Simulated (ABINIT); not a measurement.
Wanted: the native input for an ABINIT 10.8.3 (patched build) run.

```
Task                                            : band structure
Functional                                      : revPBE
Potentials or basis                             : JTH PAW PBE v2.0
Cutoff                                          : 680 eV
k mesh                                          : 5 × 5 × 5
Occupations                                     : fermi-dirac, width 0.05 eV
Spin                                            : no spin polarisation
Fine-grid cutoff                                : 1278.94 eV
Exchange and correlation inside the PAW spheres : full angular mesh (pawxcdev 0, this build's default; the released program takes 1)
```

CsPbCl3:

```
CELL_PARAMETERS angstrom
5.60500 0.00000 0.00000
0.00000 5.60500 0.00000
0.00000 0.00000 5.60500
ATOMIC_POSITIONS crystal
Pb 0.50000 0.50000 0.50000
Cs 0.00000 0.00000 0.00000
Cl 0.50000 0.00000 0.50000
Cl 0.00000 0.50000 0.50000
Cl 0.50000 0.50000 0.00000
```

These files were run (other wordings do the same):

run.abi

```
ndtset 2

pp_dirpath "./"
pseudos "Pb.GGA_PBE-JTH.xml, Cs.GGA_PBE-JTH.xml, Cl.GGA_PBE-JTH.xml"

acell 10.5919149285 10.5919149285 10.5919149285
rprim
     1.0000000000     0.0000000000     0.0000000000
     0.0000000000     1.0000000000     0.0000000000
     0.0000000000     0.0000000000     1.0000000000
ntypat 3
znucl 82 55 17
natom 5
typat 1 2 3 3 3
xred
     0.5000000000     0.5000000000     0.5000000000
     0.0000000000     0.0000000000     0.0000000000
     0.5000000000     0.0000000000     0.5000000000
     0.0000000000     0.5000000000     0.5000000000
     0.5000000000     0.5000000000     0.0000000000

ecut 25.0
pawecutdg 47.0

ixc 14

occopt 3
tsmear 0.00183747

nstep 100

iomode 3
prtwf 0
prteig 0
prtebands 0
enunit 1
prtden1 1

kptopt1 1
ngkpt1 5 5 5
nshiftk1 1
shiftk1 0.0 0.0 0.0
nband1 27
tolvrs1 1.0e-9

iscf2 -2
getden2 1
nband2 31
nbdbuf2 2
tolwfr2 1.0e-12
kptopt2 -5
ndivsm2 5
prteig2 1
prtvol2 -3
kptbounds2
     0.0000000000     0.0000000000     0.0000000000
     0.0000000000     0.5000000000     0.0000000000
     0.5000000000     0.5000000000     0.0000000000
     0.0000000000     0.0000000000     0.0000000000
     0.5000000000     0.5000000000     0.5000000000
     0.0000000000     0.5000000000     0.0000000000
```

Potentials or basis: JTH PAW PBE v2.0.

Launch:

```sh
$ abinit run.abi > log 2>&1
```

Results of the run:

```json
{"Pressure": "2.8 GPa", "Band gap along the path": "2.03 eV, direct", "Valence electrons inside the program's atomic spheres": "Pb 11.32; Cs 5.34; Cl 4.39"}
```

Caveat: the PAW data sets were made with another functional, which shifts forces and pressure a little; spin-orbit coupling is left out, which moves the levels of the heavy elements.

Run time: 5.6 min on 1 thread of Arm Neoverse V1, on a shared host, peak memory 0.28 GiB.
